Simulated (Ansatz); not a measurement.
## Relaxing In

Computed with Ansatz 0.2.0, DFT PBE, scalar-relativistic, plane waves, PAW. Cutoff 420 eV, Γ-centred k mesh, Gaussian smearing, no spin polarisation in the final step.

The start puts In on the alpha-gallium structure type (Cmce, No. 64), at a guessed volume.

```xyz
4
Lattice="2.5399 -4.3047 0.0000 2.5399 4.3047 0.0000 0.0000 0.0000 5.0865" Properties=species:S:1:pos:R:3 pbc="T T T"
In    2.5399    2.9917    0.3993
In    2.5399   -1.3129    2.1440
In    2.5399   -2.9917    4.6873
In    2.5399    1.3129    2.9426
```

Cell and atoms relax at zero pressure; the relaxation can't lower the symmetry of the start. After a coarse first stage the cell is made exact in the group found at 0.06 Å.

Energies count from the standard state of In at the same level.

**Question.** Describe the relaxed structure.

**Answer.** It keeps Cmce (No. 64). The result has the alpha-gallium structure. Conventional cell: a = 5.229 Å, b = 8.912 Å, c = 5.237 Å. Around In lie 1 In at 2.92 Å and 6 In at 3.10–3.21 Å.

```cif
data_structure
_symmetry_space_group_name_H-M 'Cmce'
_symmetry_Int_Tables_number 64
_cell_length_a 5.2287
_cell_length_b 8.9120
_cell_length_c 5.2371
_cell_angle_alpha 90.000
_cell_angle_beta 90.000
_cell_angle_gamma 90.000
_cell_volume 244.04
loop_
_atom_site_label
_atom_site_type_symbol
_atom_site_symmetry_multiplicity
_atom_site_Wyckoff_symbol
_atom_site_fract_x
_atom_site_fract_y
_atom_site_fract_z
_atom_site_occupancy
In1 In 8 f 0.50000 0.34314 0.07967 1
```

**Question.** What are its volume, energy, density and gap?

**Answer.** The volume per atom is 30.50 Å³ and the density is 6.25 g/cm³. The energy over the standard structure is 0.06 eV/atom and the gap on the 10×10×10 mesh is 0 eV (a metal).

The final run used a 10×10×10 mesh on its 4-atom cell and 0.10 eV smearing. The k mesh leaves about 4 meV/atom of noise in metals. Symmetry constrained the relaxation, so the result can be a saddle point.

This form isn't the element's structure at ambient conditions.